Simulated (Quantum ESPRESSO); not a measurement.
## SiC: equation of state with LDA

SiC:

```
CELL_PARAMETERS angstrom
3.07569 0.00000 0.00000
-1.53785 2.66363 0.00000
0.00000 0.00000 10.07065
ATOMIC_POSITIONS crystal
Si 0.00000 0.00000 0.18789
Si 0.00000 0.00000 0.68789
Si 0.33333 0.66667 0.43784
Si 0.66667 0.33333 0.93784
C 0.00000 0.00000 0.00046
C 0.00000 0.00000 0.50046
C 0.33333 0.66667 0.24980
C 0.66667 0.33333 0.74980
```

The cell is a database's computed one.

* Program: Quantum ESPRESSO 7.5
* Task: equation of state
* Functional: LDA
* Potentials or basis: GBRV 1.5 LDA
* Cutoff: 612 eV
* Density cutoff: 4898 eV
* k mesh: 10 × 10 × 3
* Occupations: fermi-dirac, width 0.05 eV
* Spin: no spin polarisation

```yaml
Equilibrium_volume: 10.14 Å³/atom
Bulk_modulus_at_fixed_shape_and_positions: 229 GPa
Pressure_derivative_of_the_bulk_modulus: 3.9
```

Energy against volume, from the lowest point:
```tsv
volume (Å³/atom)	energy (meV/atom)
9.694	14.91
9.900	4.09
10.107	0.00
10.313	2.01
10.519	9.54
10.726	22.10
10.932	39.18
```

All runs of the series together: 2.7 min on 2 threads of Arm Neoverse V1, with other jobs on the host.

Caveat: the cell was scaled at fixed shape and fractional positions, which overstates the stiffness of a crystal with free parameters, most of all of layers and chains.
